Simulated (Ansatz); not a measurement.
A run of Ansatz 0.2.0 is set up as follows.

input.yaml

```yaml
crystal:
  lattice:
    - [0.0, 2.9305, 2.9305]
    - [2.9305, 0.0, 2.9305]
    - [2.9305, 2.9305, 0.0]
  atoms:
    - { symbol: In, position: [0.0, 0.0, 0.0] }
    - { symbol: P, position: [0.75, 0.75, 0.75] }
hamiltonian:
  xc: pbe
  pseudopotentials: { kind: paw, source: ansatz }
kpoints:
  mp_grid: { grid: [8, 8, 8] }
  band_path:
    path:
      - [[0.0, 0.0, 0.0], [0.5, 0.0, 0.5], [0.5, 0.25, 0.75], [0.375, 0.375, 0.75], [0.0, 0.0, 0.0], [0.5, 0.5, 0.5], [0.625, 0.25, 0.625], [0.5, 0.25, 0.75], [0.5, 0.5, 0.5], [0.375, 0.375, 0.75]]
      - [[0.625, 0.25, 0.625], [0.5, 0.0, 0.5]]
    npoints: 14
scf:
  occupations: { method: fermi_dirac, width: 0.05 }
  n_extra_bands: 6
output:
  forces: true
  stress: true
  eigenvalues: true
  fatbands: false
```

Potentials or basis: Ansatz PAW earlier set.

Launch:

```console
$ ansatz run input.yaml --threads 2 --pin off --max-ram 5120MiB --backend cpu --events-out ev --progress --plain --runs-dir out
```

Estimate the band gap on the k mesh.

0.71 eV, direct.

Estimate the pressure.

3.3 GPa.

What does it give for the band gap along the path?

0.71 eV, direct.

Levels at the corners of the path, in eV from the valence-band top:
```csv
point,band 9,band 10,band 11,band 12,band 13,band 14,band 15,band 16,band 17,band 18
Γ,-14.05,-11.52,0.00,0.00,0.00,0.71,4.09,4.09,4.09,8.59
X,-14.01,-9.14,-5.75,-2.32,-2.32,1.77,2.27,9.21,9.59,9.59
W,-14.03,-9.06,-5.60,-2.95,-2.91,4.29,4.38,5.57,6.21,10.19
K,-14.03,-9.15,-5.60,-3.30,-1.94,2.36,4.39,7.51,7.53,8.27
Γ,-14.05,-11.52,0.00,0.00,0.00,0.71,4.09,4.09,4.09,8.59
L,-14.03,-9.79,-5.73,-0.97,-0.97,1.50,4.81,4.81,7.11,9.48
U,-14.03,-9.15,-5.60,-3.30,-1.94,2.36,4.39,7.51,7.53,8.27
W,-14.03,-9.06,-5.60,-2.95,-2.91,4.29,4.38,5.57,6.21,10.19
L,-14.03,-9.79,-5.73,-0.97,-0.97,1.50,4.81,4.81,7.11,9.48
K,-14.03,-9.15,-5.60,-3.30,-1.94,2.36,4.39,7.51,7.53,8.27
U,-14.03,-9.15,-5.60,-3.30,-1.94,2.36,4.39,7.51,7.53,8.27
X,-14.01,-9.14,-5.75,-2.32,-2.32,1.77,2.27,9.21,9.59,9.59
```

Caveat: spin-orbit coupling is left out, which moves the levels of the heavy elements.

**Measured values to compare with.**

A printed reference work, data compilation reports, for a bulk crystal of InP at 1.6 K: band gap 1.4236 eV (direct).

A measured gap of InP is 1.4236 eV (direct; 1.6 K; a printed reference work, data compilation); the calculated 0.71 eV misses it by -0.71 eV. Spin-orbit coupling on In is left out. The value is that of PBE, without temperature or zero-point motion. Semilocal functionals fall short of measured gaps as a rule.
